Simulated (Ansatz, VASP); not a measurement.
## Two plane-wave programs on Sb

Contents of INCAR:

```
SYSTEM = Sb
  ALGO = Normal
  EDIFF = 1E-7
  ENCUT = 520
  GGA = PS
  ISIF = 2
  ISMEAR = -1
  LASPH = .TRUE.
  LCHARG = .FALSE.
  LREAL = .FALSE.
  LWAVE = .FALSE.
  NBANDS = 12
  NELM = 80
  PREC = Accurate
  SIGMA = 0.1
```

The input KPOINTS:

```
k-points
0
G
  9 9 9
  0 0 0
```

Contents of POSCAR:

```
Sb
1.0
    0.0000000000      3.3933995347      3.3933995347
    3.3933995347      0.0000000000      3.3933995347
    3.3933995347      3.3933995347      0.0000000000
Sb
2
Direct
    0.1250000000      0.1250000000      0.1250000000
    0.8750000000      0.8750000000      0.8750000000
```

Input for Ansatz:

```yaml
crystal:
  lattice:
    - [0.0, 3.3933995347, 3.3933995347]
    - [3.3933995347, 0.0, 3.3933995347]
    - [3.3933995347, 3.3933995347, 0.0]
  atoms:
    - { symbol: Sb, position: [0.125, 0.125, 0.125] }
    - { symbol: Sb, position: [0.875, 0.875, 0.875] }
hamiltonian:
  xc: pbesol
  pseudopotentials:
    kind: paw
    azcp:
      Sb: "pseudopotentials/Sb.paw.azcp"
basis:
  ecutwfc: 420
  fft_grid_basis: typed
kpoints:
  mp_grid: { grid: [9, 9, 9], shift: [0, 0, 0] }
magnetization:
  spin_polarized: false
scf:
  occupations: { method: fermi_dirac, width: 0.1 }
  lower_state_search: "off"
output:
  stress: true
```

Alike in both runs: task single point; functional PBEsol; k mesh 9 × 9 × 9; occupations fermi-dirac, width 0.1 eV; no spin polarisation.

```csv
,VASP,Ansatz
version,VASP 6.6.1,Ansatz 0.2.0
potentials or method,"VASP PAW PBE potentials, release 64 (Sb)","plane waves (420 eV) with PAW, scalar-relativistic"
plane-wave cutoff (eV),520,420
valence electrons in the cell,10,30
```

|  | VASP | Ansatz | Ansatz less VASP |
| --- | --- | --- | --- |
| pressure (GPa) | 1.6 | 1.5 | -0.13 |

The functional is the same, so the differences come from potentials, cutoffs and numerics. The two sets of potentials don't hold the same shells in valence. Ansatz warned: «pseudo_functional_mismatch».

Caveats: the PAW data sets were made with another functional, which shifts forces and pressure a little (VASP). The runs have no spin-orbit coupling, so splittings on Sb are missing.
